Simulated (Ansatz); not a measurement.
# MgO: what SCF settings change, part 2 of 2

Which SCF settings change the result for MgO, and which only the effort? The default run comes first. MgO is taken in its experimental structure (space group Fm-3m), 2 atoms in the cell. Source: COD entry 9006467; the sample's temperature and pressure aren't taken into account.

Ansatz 0.2.0; DFT PBE, PAW, plane waves, scalar-relativistic.

### 5 Fermi–Dirac smearing, width 0.8 eV

The COD cell was measured well above room temperature, so it is larger than a cold one.

Contents of input.yaml:

```yaml
crystal:
  lattice:
    - [0.0, 2.15445, 2.15445]
    - [2.15445, 0.0, 2.15445]
    - [2.15445, 2.15445, 0.0]
  atoms:
    - { symbol: Mg, position: [0.0, 0.0, 0.0] }
    - { symbol: O, position: [0.5, 0.5, 0.5] }
hamiltonian:
  xc: pbe
  pseudopotentials: { kind: paw }
basis:
  ecutwfc: 420
kpoints:
  mp_grid: { grid: [9, 9, 9] }
scf:
  occupations: { method: fermi_dirac, width: 0.8 }
  lower_state_search: "off"
  max_iter: 50
output:
  forces: true
  stress: true
```

The run is started by

```bash
> ansatz run input.yaml --threads 2 --pin off --max-ram 5120MiB --backend cpu --events-out ev --progress --plain --runs-dir out
```

What it wrote, shortened:

```text
band count auto-derived: 14 (N_el = 16.0; filled up to band 8; 12 by the electrons, moments and atoms)
[... 11 lines as in an earlier run ...]
Bands: 14, of which v1, the nominal top of the filled ones, is band 8 counted from 1 (7 counted from 0)
[... 11 lines as in an earlier run ...]
SCF iter   1: F=—  HF=-2494.152058 eV  |F-HF|=—  |Δ(HF+E_count)|=         —  Δρ=8.26e-4  dr2=6.13e-5  ethr=1.77e-3  ⟨swp⟩=4.9  Hψ=2341  notcnv=0
[...]
SCF iter   6: F=-2494.152062 eV  HF=-2494.152062 eV  |F-HF|=2.25e-8  |Δ(HF+E_count)|=   8.55e-8  Δρ=1.34e-5  dr2=2.62e-8  ethr=6.25e-10  ⟨swp⟩=4.0  Hψ=1322  notcnv=0
[...]
SCF converged after 6 iterations
Free energy (F): -2494.152062 eV
[...]
E sigma→0 (E₀):  -2494.083371 eV
Entropy (-TS):   -0.137382 eV (-68.691 meV/atom)
Fermi energy:    10.822988 eV
[...]
--- Forces (eV/Å), atoms counted from 1 ---
  atom   1  Mg    -0.00000000     0.00000000     0.00000000
  atom   2  O      0.00000000    -0.00000000    -0.00000000
[...]
--- Stress (GPa, compression-positive) ---
       -4.084294       0.000000      -0.000000
       -0.000000      -4.084294       0.000000
        0.000000      -0.000000      -4.084294
  P = ⅓ Tr σ = -4.0843 GPa (-40.843 kbar)
```

Wall time 0.41 s (2 threads of Arm Neoverse V2, shared host); peak memory 0.25 GiB.

The count stays at 6. Against the default run: free energy shifted by -13.1 meV/atom, zero-width estimate shifted by +21.3 meV/atom, pressure -4.1 GPa against -5.3.

### 6 Broyden, β 0.3, preconditioner Kerker

input.yaml: that of step 5 with these lines changed.

```diff
@@ -16,5 +16,7 @@
 scf:
-  occupations: { method: fermi_dirac, width: 0.8 }
+  occupations: { method: fermi_dirac, width: 0.05 }
   lower_state_search: "off"
+  algorithm: density_mixing
   max_iter: 50
+  mixing: { algorithm: broyden, beta: 0.3, preconditioner: kerker }
 output:
```

The run is started by

```bash
> ansatz run input.yaml --threads 2 --pin off --max-ram 5120MiB --backend cpu --events-out ev --progress --plain --runs-dir out
```

What it wrote, shortened:

```text
[... 23 lines as in an earlier run ...]
SCF iter   1: F=—  HF=-2494.125753 eV  |F-HF|=—  |Δ(HF+E_count)|=         —  Δρ=9.16e-4  dr2=1.13e-4  ethr=1.77e-3  ⟨swp⟩=5.7  Hψ=2395  notcnv=0
[...]
SCF iter   5: F=-2494.125916 eV  HF=-2494.125915 eV  |F-HF|=6.87e-7  |Δ(HF+E_count)|=   1.16e-7  Δρ=3.25e-5  dr2=3.41e-8  ethr=6.25e-10  ⟨swp⟩=3.0  Hψ=1521  notcnv=0
[...]
SCF converged after 5 iterations
[... 1 line as in an earlier run ...]
Free energy (F): -2494.125916 eV
[...]
E sigma→0 (E₀):  -2494.125916 eV
Fermi energy:    9.424867 eV
[... 24 lines left out: energy terms, forces, stress ...]
```

Run time: 0.37 s. Hardware: 2 threads of Arm Neoverse V2, shared host; peak memory 0.25 GiB.

Compared with step 2: the same free energy; 5 iterations in place of 6.

### 7 Anderson, β 1.0, backtracking line search

input.yaml: that of step 6 with these lines changed.

```diff
@@ -20,3 +20,3 @@
   max_iter: 50
-  mixing: { algorithm: broyden, beta: 0.3, preconditioner: kerker }
+  mixing: { algorithm: anderson, beta: 1.0, globalisation: backtrack }
 output:
```

The run is started by

```bash
> ansatz run input.yaml --threads 2 --pin off --max-ram 5120MiB --backend cpu --events-out ev --progress --plain --runs-dir out
```

What it wrote, shortened:

```text
[... 23 lines as in an earlier run ...]
[...]
SCF iter   1: F=—  HF=-2494.125766 eV  |F-HF|=—  |Δ(HF+E_count)|=         —  Δρ=5.63e-4  dr2=2.23e-5  ethr=2.44e-7  ⟨swp⟩=2.9  Hψ=3544  notcnv=0
[...]
SCF iter   4: F=-2494.125916 eV  HF=-2494.125916 eV  |F-HF|=1.49e-8  |Δ(HF+E_count)|=   2.02e-7  Δρ=9.59e-6  dr2=7.03e-9  ethr=1.87e-10  ⟨swp⟩=2.8  Hψ=1500  notcnv=0
[...]
SCF converged after 4 iterations
[... 1 line as in an earlier run ...]
Free energy (F): -2494.125916 eV
[...]
E sigma→0 (E₀):  -2494.125916 eV
Fermi energy:    9.424788 eV
[... 24 lines left out: energy terms, forces, stress ...]
```

It took 0.38 s on 2 threads of Arm Neoverse V2, shared host; peak memory 0.25 GiB.

It takes 4 iterations (default 6). Against the default run: the same free energy.

### 8 1 band beyond the filled ones

input.yaml: that of step 7 with these lines changed.

```diff
@@ -18,5 +18,4 @@
   lower_state_search: "off"
-  algorithm: density_mixing
+  n_extra_bands: 1
   max_iter: 50
-  mixing: { algorithm: anderson, beta: 1.0, globalisation: backtrack }
 output:
```

The run is started by

```bash
> ansatz run input.yaml --threads 2 --pin off --max-ram 5120MiB --backend cpu --events-out ev --progress --plain --runs-dir out
```

What it wrote, shortened:

```text
scf.n_extra_bands = 1 over 8 filled bands (N_el = 16.0): the run solves 9 bands
[... 11 lines as in an earlier run ...]
Bands: 9, of which v1, the nominal top of the filled ones, is band 8 counted from 1 (7 counted from 0)
[... 11 lines as in an earlier run ...]
SCF iter   1: F=—  HF=-2494.125566 eV  |F-HF|=—  |Δ(HF+E_count)|=         —  Δρ=6.16e-4  dr2=3.06e-5  ethr=1.77e-3  ⟨swp⟩=4.9  Hψ=1850  notcnv=0
[...]
SCF iter   6: F=-2494.125916 eV  HF=-2494.125916 eV  |F-HF|=1.27e-10  |Δ(HF+E_count)|=   2.04e-9  Δρ=1.18e-6  dr2=6.18e-11  ethr=8.87e-11  ⟨swp⟩=2.0  Hψ=1137  notcnv=0
[...]
SCF converged after 6 iterations
Free energy (F): -2494.125916 eV
[...]
E sigma→0 (E₀):  -2494.125916 eV
Fermi energy:    9.424776 eV
[... 24 lines left out: energy terms, forces, stress ...]
```

Wall time 0.37 s (2 threads of Arm Neoverse V2, shared host); peak memory 0.25 GiB.

The count stays at 6. Against the default run: the same free energy.

### 9 Linear mixing, β 0.1, no preconditioner

input.yaml: that of step 8 with these lines changed.

```diff
@@ -18,4 +18,5 @@
   lower_state_search: "off"
-  n_extra_bands: 1
+  algorithm: density_mixing
   max_iter: 50
+  mixing: { algorithm: anderson, ndim: 1, beta: 0.1, preconditioner: none }
 output:
```

The run is started by

```bash
> ansatz run input.yaml --threads 2 --pin off --max-ram 5120MiB --backend cpu --events-out ev --progress --plain --runs-dir out
```

What it wrote, shortened:

```text
[... 23 lines as in an earlier run ...]
SCF iter   1: F=—  HF=-2494.125766 eV  |F-HF|=—  |Δ(HF+E_count)|=         —  Δρ=9.17e-4  dr2=1.13e-4  ethr=1.77e-3  ⟨swp⟩=5.7  Hψ=2395  notcnv=0
[...]
SCF iter  20: F=-2494.125916 eV  HF=-2494.125913 eV  |F-HF|=3.19e-6  |Δ(HF+E_count)|=   7.46e-7  Δρ=6.58e-5  dr2=8.23e-8  ethr=6.25e-10  ⟨swp⟩=3.0  Hψ=965  notcnv=0
[...]
SCF converged after 20 iterations
[... 1 line as in an earlier run ...]
Free energy (F): -2494.125916 eV
[...]
E sigma→0 (E₀):  -2494.125916 eV
Fermi energy:    9.424612 eV
[... 24 lines left out: energy terms, forces, stress ...]
```

It took 0.57 s on 2 threads of Arm Neoverse V2, shared host; peak memory 0.24 GiB.

20 iterations against 6; the same free energy.

### 10 Broyden, β 0.3, preconditioner LDOS

input.yaml: that of step 9 with these lines changed.

```diff
@@ -20,3 +20,3 @@
   max_iter: 50
-  mixing: { algorithm: anderson, ndim: 1, beta: 0.1, preconditioner: none }
+  mixing: { algorithm: broyden, beta: 0.3, preconditioner: ldos }
 output:
```

The run is started by

```bash
> ansatz run input.yaml --threads 2 --pin off --max-ram 5120MiB --backend cpu --events-out ev --progress --plain --runs-dir out
```

What it wrote, shortened:

```text
[... 23 lines as in an earlier run ...]
SCF iter   1: F=—  HF=-2494.125753 eV  |F-HF|=—  |Δ(HF+E_count)|=         —  Δρ=9.16e-4  dr2=1.13e-4  ethr=1.77e-3  ⟨swp⟩=5.7  Hψ=2395  notcnv=0
[...]
SCF iter   5: F=-2494.125916 eV  HF=-2494.125916 eV  |F-HF|=1.09e-8  |Δ(HF+E_count)|=   9.66e-7  Δρ=1.20e-5  dr2=1.17e-8  ethr=6.25e-10  ⟨swp⟩=3.6  Hψ=1528  notcnv=0
[...]
SCF converged after 5 iterations
[... 1 line as in an earlier run ...]
Free energy (F): -2494.125916 eV
[...]
E sigma→0 (E₀):  -2494.125916 eV
Fermi energy:    9.424696 eV
[... 24 lines left out: energy terms, forces, stress ...]
```

It took 0.38 s on 2 threads of Arm Neoverse V2, shared host; peak memory 0.25 GiB.

Compared with step 2: the same free energy; 5 iterations in place of 6.

### 11 One k-point (Gamma), no switch to direct minimisation

input.yaml: that of step 10 with these lines changed.

```diff
@@ -14,3 +14,3 @@
 kpoints:
-  mp_grid: { grid: [9, 9, 9] }
+  mp_grid: { grid: [1, 1, 1] }
 scf:
@@ -20,3 +20,3 @@
   max_iter: 50
-  mixing: { algorithm: broyden, beta: 0.3, preconditioner: ldos }
+  mixing: {}
 output:
```

The run is started by

```bash
> ansatz run input.yaml --threads 2 --pin off --max-ram 5120MiB --backend cpu --events-out ev --progress --plain --runs-dir out
```

What it wrote, shortened:

```text
[... 14 lines as in an earlier run ...]
k-points: 1
[... 8 lines as in an earlier run ...]
SCF iter   1: F=—  HF=-2485.172875 eV  |F-HF|=—  |Δ(HF+E_count)|=         —  Δρ=1.55e-1  dr2=4.47e0  ethr=1.77e-3  ⟨swp⟩=5.0  Hψ=65  notcnv=0
[...]
SCF iter   7: F=-2483.782868 eV  HF=-2483.782868 eV  |F-HF|=1.09e-9  |Δ(HF+E_count)|=   7.04e-8  Δρ=3.74e-6  dr2=8.54e-10  ethr=4.13e-10  ⟨swp⟩=3.0  Hψ=32  notcnv=0
[...]
SCF converged after 7 iterations
Free energy (F): -2483.782868 eV
[...]
E sigma→0 (E₀):  -2483.782868 eV
Fermi energy:    11.759812 eV
[...]
--- Forces (eV/Å), atoms counted from 1 ---
  atom   1  Mg    -0.00000000     0.00000000    -0.00000000
  atom   2  O     -0.00000000     0.00000000     0.00000000
[...]
--- Stress (GPa, compression-positive) ---
       57.070224      -0.000000       0.000000
       -0.000000      57.070224       0.000000
        0.000000       0.000000      57.070224
  P = ⅓ Tr σ = 57.0702 GPa (570.702 kbar)
```

It took 0.23 s on 2 threads of Arm Neoverse V2, shared host; peak memory 0.24 GiB.

7 iterations against 6; free energy shifted by +5172 meV/atom, pressure 57.1 GPa against -5.3.

Such a setting isn't fit for results; the run shows only what it costs.

### 12 Comparison

| step | settings | iterations | time | against the default run |
| --- | --- | --- | --- | --- |
| 2 | default SCF settings | 6 | 0.49 s | reference |
| 3 | Fermi–Dirac width 0.01 eV, no switch to direct minimisation | 6 | 0.39 s | free energy unchanged, zero-width estimate unchanged |
| 4 | Broyden, β 0.7, history 4, no preconditioner | 5 | 0.39 s | the same free energy |
| 5 | Fermi–Dirac smearing, width 0.8 eV | 6 | 0.41 s | free energy shifted by -13.1 meV/atom, zero-width estimate shifted by +21.3 meV/atom, pressure -4.1 GPa against -5.3 |
| 6 | Broyden, β 0.3, preconditioner Kerker | 5 | 0.37 s | the same free energy |
| 7 | Anderson, β 1.0, backtracking line search | 4 | 0.38 s | the same free energy |
| 8 | 1 band beyond the filled ones | 6 | 0.37 s | the same free energy |
| 9 | linear mixing, β 0.1, no preconditioner | 20 | 0.57 s | the same free energy |
| 10 | Broyden, β 0.3, preconditioner LDOS | 5 | 0.38 s | the same free energy |
| 11 | one k-point (Gamma), no switch to direct minimisation | 7 | 0.23 s | free energy shifted by +5172 meV/atom, pressure 57.1 GPa against -5.3 |

Decimal logarithm of the largest residual (eV) by iteration, counted through all cycles of a run (8 of the 10 runs):

```
iteration  step 2  step 3  step 4  step 5  step 6  step 7  step 8  step 9
        1    -3.9    -3.9    -3.9    -4.2    -3.9    -4.7    -4.5    -3.9
        2    -5.0    -4.9    -3.5    -3.9    -5.4    -4.2    -4.9    -5.3
        3    -5.7    -5.6    -4.9    -4.5    -5.7    -6.1    -6.1    -5.5
        4    -6.6    -6.5    -7.6    -5.7    -6.0    -8.2    -7.5    -5.6
        5    -7.3    -7.2    -7.8    -6.5    -7.5       -    -7.8    -5.7
        6    -7.9    -7.7       -    -7.6       -       -   -10.2    -5.8
        8       -       -       -       -       -       -       -    -6.0
       10       -       -       -       -       -       -       -    -6.2
       11       -       -       -       -       -       -       -    -6.3
       13       -       -       -       -       -       -       -    -6.4
       15       -       -       -       -       -       -       -    -6.6
       17       -       -       -       -       -       -       -    -6.8
       18       -       -       -       -       -       -       -    -6.9
       20       -       -       -       -       -       -       -    -7.1
```

### 13 Outcome

The summary covers parts 1 to 2.

| quantity | value |
| --- | --- |
| default run | 6 iterations, with a gap of 4.11 eV on the k-mesh |
| fewest iterations to that state among the runs shown | 4 (Anderson, β 1.0, backtracking line search) |
| most iterations to it | 20 (linear mixing, β 0.1, no preconditioner) |
| runs that end in another state, among changes of path alone | 0 |
| largest shift of the free energy by occupations, cutoff, mesh or field | +5172 meV/atom (one k-point (Gamma), no switch to direct minimisation) |

In words: 7 runs solve the same problem and reach the default's state, in 4 to 20 iterations: there the settings change the path, not the answer. Occupations, cutoff, mesh and fields change the problem that is solved, not just the path; the largest shift here is that of “one k-point (Gamma), no switch to direct minimisation”. Other settings tried on this cell gave no result: Broyden, β 1.2, history 8 (input refused). Counts include iterations that the program adds to test a close, so a difference of one or two ranks nothing. The starting density is a sum of atomic densities corrected by a trained network, so it is already close to self-consistency.

These are semilocal Kohn-Sham gaps, which aren't the measured quantity. Such gaps usually fall short of the measured ones.
